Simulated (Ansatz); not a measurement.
**How the conductance of Zr/AlN/TaN changes with thickness**

Wanted: T(E), the conductance and its decay constant for Zr/AlN/TaN. The lower electrode is Zr hcp(0001), the upper one TaN rock salt(111); the barrier is AlN wurtzite(0001) (whole bilayers). In the first transport cell, after relaxation, the nearest pair of electrode and barrier is Zr–N at 2.14 Å, along the normal, at the lower face and N–Al at 1.90 Å, along the normal, at the upper one. All share a net of side 3.13 Å, which strains the lower electrode by -3.1 %, the upper one by +0.1 % and the barrier by +0.0 %, against typed lattice constants near PBE's. The first steps treat the bulk electrodes alone.

Main program and level: Ansatz 0.2.0; PBE DFT, plane waves, PAW files, in the first sound run; inputs show where later runs differ.

## Step 1: The starting structure

The structure is hexagonal, space group P6_3/mmc (No. 194). Conventional cell: a = 3.130 Å, b = 3.130 Å, c = 5.282 Å, α = 90.00°, β = 90.00°, γ = 120.00°. Zr has 12 Zr at 3.13 to 3.20 Å nearest.

## Step 2: Layer spacing of the electrode, 2 atoms, electrode Zr hcp(0001)

The electrode is held to the junction's net and relaxed along the normal; its spacing is used for the ideal lead layers.

The input, input.yaml:

```yaml
crystal:
  lattice:
    - [3.13, 0.0, 0.0]
    - [-1.565, 2.7106595138, 0.0]
    - [0.0, 0.0, 5.2820433437]
  atoms:
    - { symbol: Zr, position: [0.0, 0.0, 0.0] }
    - { symbol: Zr, position: [0.3333333333, 0.6666666667, 0.5] }
kpoints:
  mp_grid: { grid: [12, 12, 6] }
scf:
  occupations: { method: fermi_dirac, width: 0.1 }
  max_iter: 150
hamiltonian:
  xc: pbe
relax:
  f_tol: 0.01
  max_steps: 40
  cell: { fix: [a, b, angles] }
```

The run is started by

```console
$ ansatz run input.yaml --threads 4 --pin off --max-ram 12288MiB --backend cpu --events-out ev --progress --plain --runs-dir out
```

Numbers of over 12 decimals in the logs are rounded to 6 here.

Output:

```text
Engine: ansatz 0.2.0, aarch64-unknown-linux-gnu
Pseudopotentials: kind: paw
Pseudopotential: Zr, paw, valence charge 12, recommended cutoff 420 eV (normal), Zr.paw.azcp
Functional definition: PBE
  parameter kappa = 0.804
  parameter beta = 0.066725
  exchange = pbe_x(kappa = kappa, mu = beta*pi^2/3)
  correlation = pbe_c(beta = beta)
Crystal: 2 atoms, lattice volume = 44.815 Å³
Basis set: ecut = 420 eV, 881 PW (Γ), exchange–correlation on 48×48×72 points (8 copies of the dense FFT grid, shifted against one another)
Bands: 16, of which v1, the nominal top of the filled ones, is band 12 counted from 1 (11 counted from 0)
Symmetry: 24 space group operations
Space group: P63/mmc (ITA 194), of the structure as read, at distance tolerance 3.6e-5 Å
k-points: 76 of 864
Non-local potential: Zr, projectors of the file, l = 0: 3, l = 1: 2, l = 2: 2, l = 3: 2
PAW form: soft (Blöchl's): semilocal exchange-correlation on the pseudo side does not see the compensation charge
PAW one-centre angular grid: Zr, 590 points (default); XC on 64 Gauss nodes
Initial density: superposition of atomic densities (neutral atoms: chi_scale 0, normalization atom), corrected by the library's trained network
Initial wavefunctions: pseudopotential atomic-orbital guess
Functional: x = pbe(κ = 0.804, μ = 0.219515), c = pbe(β = 0.066725)
SCF iter   1: F=—  HF=-8367.659006 eV  |F-HF|=—  |Δ(HF+E_count)|=         —  Δρ=2.60e-3  dr2=1.05e-3  ethr=1.77e-3  ⟨swp⟩=4.8  Hψ=5159  notcnv=0
preconditioner: auto → Kerker (q_TF=auto, 2.459 Å⁻¹)  [metal: Δε(μ)=0.039 eV  Ē_g=3.243 eV  σ=0.100 eV  W_gap=0.10  n_scr=10 (ndim 8)  ℏωp=15.7 eV  f_vac=0.000  D(μ)=2.36/eV (n_scr^D=22)]
SCF iter   2: F=—  HF=-8367.658538 eV  |F-HF|=—  |Δ(HF+E_count)|=   4.68e-4  Δρ=1.58e-3  dr2=4.47e-4  ethr=4.36e-6  ⟨swp⟩=2.6  Hψ=2693  notcnv=0
SCF iter   3: F=—  HF=-8367.658851 eV  |F-HF|=—  |Δ(HF+E_count)|=   3.13e-4  Δρ=3.07e-4  dr2=2.46e-5  ethr=1.86e-6  ⟨swp⟩=3.0  Hψ=2218  notcnv=0
SCF iter   4: F=—  HF=-8367.658863 eV  |F-HF|=—  |Δ(HF+E_count)|=   1.24e-5  Δρ=1.35e-4  dr2=5.53e-6  ethr=1.02e-7  ⟨swp⟩=2.0  Hψ=1985  notcnv=0
iter 5 did not close the SCF: its close was put off for the readings that it lacked (scf_convergence_deferred on its scf_iter line)
SCF iter   5: F=-8367.658862 eV  HF=-8367.658862 eV  |F-HF|=1.46e-8  |Δ(HF+E_count)|=   1.12e-6  Δρ=1.67e-5  dr2=7.48e-8  ethr=2.30e-8  ⟨swp⟩=2.0  Hψ=1929  notcnv=0
SCF iter   6: F=-8367.658862 eV  HF=-8367.658862 eV  |F-HF|=1.99e-9  |Δ(HF+E_count)|=   5.55e-9  Δρ=4.33e-6  dr2=4.49e-9  ethr=3.12e-10  ⟨swp⟩=2.0  Hψ=4590  notcnv=0
SCF 1 converged in 6 iterations: F = -8367.658862 eV  dr2 = 4.49e-9
  greatest PAW one-centre occupation: 0.996 electrons in one spin orbital (limit 2), on the Zr atom at site 1 (counted from 0), in its partial waves of l = 0
relax step   1: F+E_penalty+E_count = -8367.65886222 eV  Δ(F+E_penalty+E_count) = +0.000e0 eV  max|allowed force component| = 4.539e-17 eV/Å  Δτ_max = 0.0000 Å  P = +4.057 GPa  Ω = 44.815 Å³  fix = [a, b, alpha, beta, gamma]  reactions: a +5.399, b +5.399 GPa  (6 SCF iters, dr2 threshold 1.00e-7 eV, accepted)
Crystal: 2 atoms, lattice volume = 45.397 Å³
Basis set: ecut = 420 eV, 893 PW (Γ), exchange–correlation on 48×48×72 points (8 copies of the dense FFT grid, shifted against one another)
Initial density: handed on by an earlier stage of this run
Initial wavefunctions: those handed on with the density
iter 1 solved again at ethr=8.31e-7 eV; its pass at ethr=3.10e-3 eV (dr2=1.99e-4 eV) is discarded
SCF iter   1: F=—  HF=-8367.660214 eV  |F-HF|=—  |Δ(HF+E_count)|=         —  Δρ=7.77e-4  dr2=2.72e-4  ethr=8.31e-7  ⟨swp⟩=2.2  Hψ=8408  notcnv=0
preconditioner: auto → Kerker (q_TF=auto, 2.453 Å⁻¹)  [metal: Δε(μ)=0.006 eV  Ē_g=3.212 eV  σ=0.100 eV  W_gap=0.02  n_scr=10 (ndim 8)  ℏωp=15.6 eV  f_vac=0.000  D(μ)=2.42/eV (n_scr^D=22)]
SCF iter   2: F=—  HF=-8367.660173 eV  |F-HF|=—  |Δ(HF+E_count)|=   4.07e-5  Δρ=4.73e-4  dr2=1.07e-4  ethr=8.31e-7  ⟨swp⟩=1.0  Hψ=1216  notcnv=0
SCF iter   3: F=—  HF=-8367.660180 eV  |F-HF|=—  |Δ(HF+E_count)|=   6.87e-6  Δρ=5.09e-5  dr2=7.54e-7  ethr=4.47e-7  ⟨swp⟩=2.2  Hψ=1635  notcnv=0
iter 4 did not close the SCF: its close was put off for the readings that it lacked (scf_convergence_deferred on its scf_iter line)
SCF iter   4: F=-8367.660180 eV  HF=-8367.660180 eV  |F-HF|=9.66e-9  |Δ(HF+E_count)|=  6.18e-11  Δρ=9.42e-6  dr2=1.85e-8  ethr=3.14e-9  ⟨swp⟩=2.8  Hψ=2156  notcnv=0
iter 5 did not close the SCF: its close was put off for the readings that it lacked (scf_convergence_deferred on its scf_iter line)
SCF iter   5: F=-8367.660180 eV  HF=-8367.660180 eV  |F-HF|=2.96e-10  |Δ(HF+E_count)|=   1.02e-8  Δρ=1.27e-6  dr2=4.17e-10  ethr=7.73e-11  ⟨swp⟩=2.1  Hψ=1889  notcnv=0
SCF iter   6: F=-8367.660180 eV  HF=-8367.660180 eV  |F-HF|=3.64e-12  |Δ(HF+E_count)|=  3.13e-10  Δρ=2.73e-7  dr2=2.12e-11  ethr=1.74e-12  ⟨swp⟩=1.1  Hψ=3712  notcnv=0
SCF 2 converged in 6 iterations: F = -8367.660180 eV  dr2 = 2.12e-11
relax step   2: F+E_penalty+E_count = -8367.66017998 eV  Δ(F+E_penalty+E_count) = -1.318e-3 eV  max|allowed force component| = 2.833e-17 eV/Å  Δτ_max = 0.0000 Å  P = +2.666 GPa  Ω = 45.397 Å³  energy of the carried Pulay correction = -7.099e-5 eV  fix = [a, b, alpha, beta, gamma]  reactions: a +4.287, b +4.287 GPa  (6 SCF iters, dr2 threshold 2.00e-7 eV, accepted)
Crystal: 2 atoms, lattice volume = 45.225 Å³
iter 1 solved again at ethr=6.52e-8 eV; its pass at ethr=3.10e-3 eV (dr2=1.57e-5 eV) is discarded
SCF iter   1: F=—  HF=-8367.660500 eV  |F-HF|=—  |Δ(HF+E_count)|=         —  Δρ=2.31e-4  dr2=2.40e-5  ethr=6.52e-8  ⟨swp⟩=3.1  Hψ=7878  notcnv=0
preconditioner: auto → Kerker (q_TF=auto, 2.455 Å⁻¹)  [metal: Δε(μ)=0.034 eV  Ē_g=3.222 eV  σ=0.100 eV  W_gap=0.08  n_scr=10 (ndim 8)  ℏωp=15.6 eV  f_vac=0.000  D(μ)=2.40/eV (n_scr^D=22)]
SCF iter   2: F=—  HF=-8367.660525 eV  |F-HF|=—  |Δ(HF+E_count)|=   2.49e-5  Δρ=1.40e-4  dr2=9.34e-6  ethr=6.52e-8  ⟨swp⟩=1.0  Hψ=1216  notcnv=0
iter 3 did not close the SCF: its close was put off for the readings that it lacked (scf_convergence_deferred on its scf_iter line)
SCF iter   3: F=-8367.660523 eV  HF=-8367.660523 eV  |F-HF|=4.36e-9  |Δ(HF+E_count)|=   2.29e-6  Δρ=1.48e-5  dr2=7.84e-8  ethr=3.89e-8  ⟨swp⟩=2.2  Hψ=1653  notcnv=0
iter 4 did not close the SCF: its close was put off for the readings that it lacked (scf_convergence_deferred on its scf_iter line)
SCF iter   4: F=-8367.660523 eV  HF=-8367.660523 eV  |F-HF|=1.36e-9  |Δ(HF+E_count)|=   9.40e-9  Δρ=3.55e-6  dr2=2.30e-9  ethr=3.27e-10  ⟨swp⟩=2.3  Hψ=2140  notcnv=0
iter 5 did not close the SCF: its close was put off for the readings that it lacked (scf_convergence_deferred on its scf_iter line)
SCF iter   5: F=-8367.660523 eV  HF=-8367.660523 eV  |F-HF|=2.36e-11  |Δ(HF+E_count)|=   1.40e-9  Δρ=3.50e-7  dr2=3.39e-11  ethr=9.58e-12  ⟨swp⟩=2.0  Hψ=1879  notcnv=0
SCF iter   6: F=-8367.660523 eV  HF=-8367.660523 eV  |F-HF|=1.82e-12  |Δ(HF+E_count)|=  2.36e-11  Δρ=8.41e-8  dr2=2.27e-12  ethr=1.00e-12  ⟨swp⟩=1.0  Hψ=2736  notcnv=0
SCF 3 converged in 6 iterations: F = -8367.660523 eV  dr2 = 2.27e-12
relax step   3: F+E_penalty+E_count = -8367.66052297 eV  Δ(F+E_penalty+E_count) = -3.430e-4 eV  max|allowed force component| = 3.303e-17 eV/Å  Δτ_max = 0.0000 Å  P = +3.067 GPa  Ω = 45.225 Å³  energy of the carried Pulay correction = -5.012e-5 eV  fix = [a, b, alpha, beta, gamma]  reactions: a +4.611, b +4.611 GPa  (6 SCF iters, dr2 threshold 2.00e-7 eV, accepted)
Initial wavefunctions: pseudopotential atomic-orbital guess (no wavefunctions were taken with the density)
iter 1 solved again at ethr=5.98e-8 eV; its pass at ethr=3.10e-3 eV (dr2=1.43e-5 eV) is discarded
SCF iter   1: F=—  HF=-8367.660549 eV  |F-HF|=—  |Δ(HF+E_count)|=         —  Δρ=1.84e-5  dr2=1.16e-8  ethr=5.98e-8  ⟨swp⟩=3.5  Hψ=9050  notcnv=0
preconditioner: auto → Kerker (q_TF=auto, 2.455 Å⁻¹)  [metal: Δε(μ)=0.035 eV  Ē_g=3.222 eV  σ=0.100 eV  W_gap=0.09  n_scr=10 (ndim 8)  ℏωp=15.6 eV  f_vac=0.000  D(μ)=2.40/eV (n_scr^D=22)]
SCF iter   2: F=—  HF=-8367.660578 eV  |F-HF|=—  |Δ(HF+E_count)|=   2.94e-5  Δρ=9.63e-6  dr2=3.10e-9  ethr=4.83e-11  ⟨swp⟩=2.1  Hψ=2041  notcnv=0
iter 3 did not close the SCF: its close was put off for the readings that it lacked (scf_convergence_deferred on its scf_iter line)
SCF iter   3: F=-8367.660578 eV  HF=-8367.660578 eV  |F-HF|=7.28e-12  |Δ(HF+E_count)|=   5.29e-8  Δρ=2.85e-7  dr2=8.29e-12  ethr=1.29e-11  ⟨swp⟩=2.5  Hψ=2207  notcnv=0
iter 4 did not close the SCF: its close was put off for the readings that it lacked (scf_convergence_deferred on its scf_iter line)
SCF iter   4: F=-8367.660578 eV  HF=-8367.660578 eV  |F-HF|=5.46e-12  |Δ(HF+E_count)|=  7.28e-12  Δρ=6.44e-8  dr2=5.53e-13  ethr=1.00e-12  ⟨swp⟩=1.0  Hψ=1216  notcnv=0
iter 5 did not close the SCF: its close was put off for the readings that it lacked (scf_convergence_deferred on its scf_iter line)
SCF iter   5: F=-8367.660578 eV  HF=-8367.660578 eV  |F-HF|=0.00e0  |Δ(HF+E_count)|=  3.64e-12  Δρ=7.85e-9  dr2=2.41e-14  ethr=1.00e-12  ⟨swp⟩=1.0  Hψ=1216  notcnv=0
iter 6 did not close the SCF: its close was put off for the readings that it lacked (scf_convergence_deferred on its scf_iter line)
SCF iter   6: F=-8367.660578 eV  HF=-8367.660578 eV  |F-HF|=0.00e0  |Δ(HF+E_count)|=    0.00e0  Δρ=1.14e-9  dr2=5.12e-16  ethr=1.00e-12  ⟨swp⟩=1.0  Hψ=1216  notcnv=0
SCF iter   7: F=-8367.660578 eV  HF=-8367.660578 eV  |F-HF|=0.00e0  |Δ(HF+E_count)|=    0.00e0  Δρ=1.33e-10  dr2=4.01e-18  ethr=1.00e-12  ⟨swp⟩=2.0  Hψ=3591  notcnv=0
SCF 4 converged in 7 iterations: F = -8367.660578 eV  dr2 = 4.01e-18
relax step   4: F+E_penalty+E_count = -8367.66057802 eV  Δ(F+E_penalty+E_count) = -5.505e-5 eV  max|allowed force component| = 2.841e-17 eV/Å  Δτ_max = 0.0000 Å  P = +3.067 GPa  Ω = 45.225 Å³  fix = [a, b, alpha, beta, gamma]  reactions: a +4.611, b +4.611 GPa  stress off target by 2.06e-2 GPa on what of the cell is left free  SCF on the basis re-selected at this cell (its energy is not comparable with the rows above)  (7 SCF iters)
basis re-selected at this cell: Δ(F+E_penalty+E_count) = -5.505e-5 eV, ΔP = +0.000 GPa vs the last step (what re-selecting the basis moved, of the pressure what is left beyond the Pulay correction that the steps carried, after the strain that the cell walked since its last selection, with what the two solves' SCF thresholds leave and, on support functions, any second-order correction that the steps lacked; it is no m [...]
SCF converged after 7 iterations
Free energy (F): -8367.660578 eV
Harris-Foulkes:  -8367.660578 eV  (|F-HF|=0.00e0)
Internal energy: -8367.581268 eV  (E = F + TS)
E sigma→0 (E₀):  -8367.620923 eV
Entropy (-TS):   -0.079310 eV (-39.655 meV/atom)
Fermi energy:    14.425311 eV
--- Per-component energies (eV) ---
  E_band       = -181.019914
  E_kinetic    = 667.179555
  E_local      = -1227.811659  (includes V_loc(G=0)·N_el)
  E_nonlocal   = 161.498656
  E_hartree    = 380.824411
  E_xc         = -323.533468
  E_vxc        = -382.169198  (∫ρ·V_xc dr)
  E_paw        = -5908.444050  (= ΣΔE_a)
  E_vpaw       = -161.366139  (= ΣTr[D̂ρ^β])
  E_aug_tail   = 0.000050  (compensation charges beyond the density's cutoff)
  E_ewald      = -2117.294763
  E_smearing   = -0.079310  (= −TS)
  E_closure    = -0.000000  (closes the sum)
  Σ components = -8367.660578   (vs F -8367.660578, Δ=0.00e0)
--- Forces (eV/Å), atoms counted from 1 ---
  atom   1  Zr    -0.00000000    -0.00000000     0.00000000
  atom   2  Zr     0.00000000     0.00000000     0.00000000
  max |Σ_I F_I| component: 9.25e-18 eV/Å
--- Stress (GPa, compression-positive) ---
        4.611486       0.000000       0.000000
        0.000000       4.611486       0.000000
        0.000000       0.000000      -0.020636
  P = ⅓ Tr σ = 3.0674 GPa (30.674 kbar)
--- Relaxed structure (3 steps of the walk, 3 accepted, 1 SCFs on fresh bases) ---
  F+E_penalty+E_count = -8367.66057802 eV   max|allowed force component| = 2.841e-17 eV/Å   (the final SCF, on the basis selected at the relaxed cell)
  cell:  # Å, volume = 45.2254 Å³
    - [3.130000, 0, 0.0]
    - [-1.565000, 2.710660, 0.0]
    - [0.0, 0.0, 5.330442]
  atoms:
    - { symbol: Zr, position: [9.25185853962003e-18, -5.08852219630634e-17, 0.0] }
    - { symbol: Zr, position: [0.333333, 0.666667, 0.5] }
```

Wall time 3.9 s (4 threads of Arm Neoverse V1, shared host); peak memory 0.37 GiB.

Relaxation path:

```
step  energy less that of the first step (eV)  largest force component (eV/Å)  pressure (GPa)  volume (Å³)
   1                                   0.0000                          0.0000            4.06        44.81
   2                                  -0.0013                          0.0000            2.67        45.40
   3                                  -0.0017                          0.0000            3.07        45.23
  4*                                  -0.0017                          0.0000            3.07        45.23
```

Relaxation steps marked * repeat the geometry before them on a plane-wave basis chosen anew for their cell, so energy and pressure can jump there.

Forces are held to the 24 operations that the run works with; a distortion that breaks them can't arise in this run.

```csv
"conventional cell, symmetrised",before,after,change
a (Å),3.130,3.130,-0.0 %
b (Å),3.130,3.130,-0.0 %
c (Å),5.282,5.330,+0.9 %
volume (Å³/atom),22.41,22.61,+0.9 %
```

Final coordinates:

```xyz
2
Lattice="3.1300 0.0000 0.0000 -1.5650 2.7107 0.0000 0.0000 0.0000 5.3304" Properties=species:S:1:pos:R:3 pbc="T T T"
Zr    0.0000    0.0000    0.0000
Zr    0.0000    1.8071    2.6652
```

This step gave:

- free energy: -8367.6606 eV
- Fermi energy: 14.43 eV
- pressure: 3.067 GPa

(Part 1 of 6 ends here.)

[Logs are printed without paths, hosts, clocks, repeated set-up lines and the standing remarks that a program may print on its own settings, such as how far it seeks lower states.]

[Hosts, paths, dates, database ids (printed as entryN), source tags and the programs' standing remarks are cut or masked in the printed files.]
